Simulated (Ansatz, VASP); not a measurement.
# Two plane-wave programs on MnAs

File INCAR:

```
PREC = Accurate ; ENCUT = 600
EDIFF = 1E-7 ; ISMEAR = 0
SIGMA = 0.05 ; LREAL = False
LASPH = True ; NELM = 150
ALGO = Normal ; ISIF = 3
LWAVE = False ; LCHARG = False
ISPIN = 2 ; MAGMOM = 3.5 3.5 0 0
LORBIT = 11 ; LMAXMIX = 4
GGA = PE ; IBRION = 2
NSW = 80 ; EDIFFG = -0.03
```

The input KPOINTS:

```
regular mesh
0
Gamma
  6 6 4
```

POSCAR

```
MnAs
1.0
    3.7100000000      0.0000000000      0.0000000000
   -1.8550000000      3.2129542480      0.0000000000
    0.0000000000      0.0000000000      5.6910000000
Mn As
2 2
Direct
    0.0000000000      0.0000000000      0.0000000000
    0.0000000000      0.0000000000      0.5000000000
    0.3333333333      0.6666666667      0.2500000000
    0.6666666667      0.3333333333      0.7500000000
```

Input for Ansatz:

```yaml
crystal:
  lattice:
    - [3.71, 0.0, 0.0]
    - [-1.855, 3.212954248, 0.0]
    - [0.0, 0.0, 5.691]
  atoms:
    - { symbol: Mn, position: [0.0, 0.0, 0.0], spin: 3.5 }
    - { symbol: Mn, position: [0.0, 0.0, 0.5], spin: 3.5 }
    - { symbol: As, position: [0.3333333333, 0.6666666667, 0.25] }
    - { symbol: As, position: [0.6666666667, 0.3333333333, 0.75] }
basis:
  ecutwfc: 420
  ecutrho_ratio: 4
kpoints:
  mp_grid: { grid: [6, 6, 4] }
hamiltonian:
  xc: pbe
scf:
  occupations: { method: gaussian, width: 0.05 }
output:
  forces: true
  stress: true
  eigenvalues: true
  populations: true
magnetization:
  spin_polarized: true
relax:
  f_tol: 0.03
  max_steps: 60
  cell: { stress_tol: 0.3 }
```

Alike in both runs: task relaxation of cell and atoms; functional PBE; k mesh 6 × 6 × 4; occupations gaussian, width 0.05 eV; collinear spin.

```csv
,VASP,Ansatz
version,VASP 6.6.1,Ansatz 0.2.0
potentials or method,"VASP PAW PBE potentials, release 64 (Mn_pv, As)","scalar-relativistic, plane waves, PAW"
plane-wave cutoff (eV),600,420
valence electrons in the cell,36,60
```

```tsv
	VASP	Ansatz	Ansatz less VASP
gap on the k mesh at the Fermi level, each at its own relaxed structure (eV)	none	none	-
net moment per atom (μB)	1.46	1.47	+0.011
size of the moment on the site where the two differ most (μB)	2.98	2.93	-0.048
relaxed volume (Å³/atom)	16.04	16.08	+0.040
relaxed cell length with the largest relative difference (Å)	5.534	5.510	-0.0247
energy change over the relaxation (meV/atom)	-11	-12	-0.8
```

Site moments also hang on the region over which each program counts them. A gap of «none» marks a metal or a gap that the smearing closes. The two sets of potentials don't hold the same shells in valence.
